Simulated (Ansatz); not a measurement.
# Co: the cost of one run

Method: DFT PBE, scalar-relativistic, plane waves, PAW, in Ansatz 0.2.0.

27 further runs of the same task are left out: 27 set aside as unsound or not needed. Runs told in other sessions of the task aren't counted.

## 1. The system as given

It takes space group P6_3/mmc (No. 194, hexagonal). The conventional cell has a = 2.686 Å, b = 2.686 Å, c = 4.344 Å, α = 90.00°, β = 90.00°, γ = 120.00°. Co (site symmetry -6m2) has 12 Co at 2.67 to 2.69 Å in its first shell of neighbours.

As a file:

```
CELL_PARAMETERS angstrom
2.68581 0.00000 0.00000
-1.34290 2.32598 0.00000
0.00000 0.00000 4.34376
ATOMIC_POSITIONS crystal
Co 0.66667 0.33333 0.25000
Co 0.33333 0.66667 0.75000
```

## 2. Volume 13.568 Å³ an atom, total moment held at 1.100 muB a cell

The input, input.yaml:

```yaml
crystal:
  lattice:
    - [2.6858061516, 0.0, 0.0]
    - [-1.3429030758, 2.3259763569, 0.0]
    - [0.0, 0.0, 4.3437604874]
  atoms:
    - { symbol: Co, position: [0.6666666667, 0.3333333333, 0.25], spin: 0.55 }
    - { symbol: Co, position: [0.3333333333, 0.6666666667, 0.75], spin: 0.55 }
basis:
  ecutwfc: 520.0
kpoints:
  mp_grid: { grid: [24, 24, 12] }
hamiltonian:
  xc: pbe
  pseudopotentials: { kind: paw, azcp: { folder: soft_1 } }
scf:
  occupations: { method: gaussian, width: 0.15 }
  lower_state_search: "off"
output:
  forces: true
  stress: true
  eigenvalues: true
  populations: true
magnetization:
  spin_polarized: true
  initial_magnetization: 1.1
  spin_locking: { lock_magnetization: hard }
```

Command:

```
ansatz run input.yaml --threads 2 --pin off --max-ram 4096MiB --backend cpu --events-out ev --progress --plain --runs-dir out
```

Q: Estimate wall time and peak memory on 2 threads of Arm Neoverse N1, shared host.

About 50 s, with a peak of 0.68 GiB.
